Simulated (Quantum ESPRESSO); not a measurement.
A run of Quantum ESPRESSO 7.5 is set up as follows.

Contents of pw.in:

```
&CONTROL
  calculation = 'scf'
  prefix = 'pwscf'
  outdir = './tmp'
  pseudo_dir = './pseudo'
  tprnfor = .true.
  tstress = .true.
  disk_io = 'nowf'
/
&SYSTEM
  ibrav = 0
  nat = 3
  ntyp = 2
  ecutwfc = 45
  ecutrho = 360
  nbnd = 23
  occupations = 'smearing'
  smearing = 'fd'
  degauss = 0.00367493
/
&ELECTRONS
  conv_thr = 6d-10
  electron_maxstep = 120
  mixing_beta = 0.3
/
ATOMIC_SPECIES
Mo    95.9500 mo_pbesol_v1.uspp.F.UPF
S     32.0600 s_pbesol_v1.4.uspp.F.UPF
CELL_PARAMETERS angstrom
   3.2274645616    0.0000000000    0.0000000000
  -1.6137322808    2.7950663001    0.0000000000
   0.0000000000    0.0000000000    6.3124734200
ATOMIC_POSITIONS angstrom
Mo     0.0000000000    0.0000000000    3.1562367100
S      1.6137322810    0.9316887666    4.7007769989
S     -0.0000000002    1.8633775335    1.6116964211
K_POINTS automatic
9 9 4 0 0 0
HUBBARD {ortho-atomic}
U Mo-4d 5.0
```

Potentials or basis: GBRV 1.5 PBEsol.

Launch:

```console
$ OMP_NUM_THREADS=1 mpirun -n 2 pw.x -nk 2 -in pw.in > pw.out
```

Question: Estimate the pressure.

Answer: -3.5 GPa.

Question: Predict the largest force.

Answer: 0.036 eV/Å.

Question: What does it give for the band gap on the k mesh?

Answer: None (metal or under the smearing width).

Stress tensor (GPa, compression positive):
```
-4.51  0.00  0.00
 0.00 -4.51  0.00
 0.00  0.00 -1.51
```

Caveat: this functional lacks dispersion, which binds the layers, so the pressure and a relaxed spacing across them are unreliable; U without spin polarisation on a metal has little footing.
